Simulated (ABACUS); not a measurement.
Ta:

```
CELL_PARAMETERS angstrom
-1.65128 1.65128 1.65128
1.65128 -1.65128 1.65128
1.65128 1.65128 -1.65128
ATOMIC_POSITIONS crystal
Ta 0.00000 0.00000 0.00000
```

- Program: ABACUS 3.10.1
- Task: relaxation of cell and atoms
- Functional: RPBE
- Potentials or basis: PseudoDojo NC SR 0.5 PBE standard
- Cutoff: 789 eV
- Density cutoff: 3157 eV
- Basis: plane waves
- k mesh: 9 × 9 × 9
- Occupations: fermi-dirac, width 0.05 eV
- Spin: no spin polarisation

At the start: pressure 6.9 GPa; volume 18.01 Å³/atom.

Q: Where does the relaxation end?

A: Over 6 steps the energy falls by 14.6 meV/atom and the volume is 18.70 Å³/atom (+3.8 %); space group Im-3m (No. 229, to 0.05 Å).

The path:
```tsv
step	energy change (eV)	largest force (eV/Å)	pressure (GPa)	volume (Å³)
1	0.0000	0.0000	6.94	18.01
2	0.0459	0.0000	-12.31	20.20
3	-0.0146	0.0000	-0.18	18.72
4	-0.0146	0.0000	-0.18	18.72
5	-0.0146	0.0000	0.30	18.67
6	-0.0146	0.0000	0.00	18.70
```

Final structure:
```cif
data_structure
_symmetry_space_group_name_H-M 'P 1'
_symmetry_Int_Tables_number 1
_cell_length_a 2.8962
_cell_length_b 2.8962
_cell_length_c 2.8962
_cell_angle_alpha 109.471
_cell_angle_beta 109.471
_cell_angle_gamma 109.471
_cell_volume 18.70
loop_
_atom_site_label
_atom_site_type_symbol
_atom_site_fract_x
_atom_site_fract_y
_atom_site_fract_z
_atom_site_occupancy
Ta1 Ta 0.00000 0.00000 0.00000 1
```

Caveat: the potentials were made for another functional, which shifts forces and pressure.
